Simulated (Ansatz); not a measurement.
The parent structure is ZnTe in the zinc blende structure (space group F-43m, No. 216).

```cif
data_TeZn
_chemical_formula_sum 'Te1 Zn1'
_space_group_name_H-M_alt 'P 1'
_space_group_IT_number 1
_cell_length_a 4.28910
_cell_length_b 4.28910
_cell_length_c 4.28910
_cell_angle_alpha 60.000
_cell_angle_beta 60.000
_cell_angle_gamma 60.000
loop_
_space_group_symop_operation_xyz
  'x, y, z'
loop_
_atom_site_label
_atom_site_type_symbol
_atom_site_fract_x
_atom_site_fract_y
_atom_site_fract_z
_atom_site_occupancy
Te1 Te 0.75000 0.75000 0.75000 1
Zn1 Zn 0.00000 0.00000 0.00000 1
```

Calculations: Ansatz (a quantum-chemistry and plane-wave program) PBEsol, without spin-orbit coupling.

For the base:

The pressure comes out as 0.00 GPa. The electron mass comes out as 0.083 mₑ (at Γ) and the band gap comes out as 1.24 eV.

It is then changed as follows: an isotropic linear strain of −2.62 %; the atoms relax in the strained cell.

Q: How does this affect the pressure, electron mass and band gap?

A: The pressure goes from zero to 4.83 GPa; the electron mass becomes 0.099 mₑ (at Γ) (base: 0.083 mₑ (at Γ)); the band gap goes up by 0.39 eV (1.24 eV → 1.63 eV).

With Te present, leaving out spin-orbit coupling can change the band edges. Masses are band curvatures over ±0.01 Å⁻¹ around the edge. Stability against distortions was not tested.
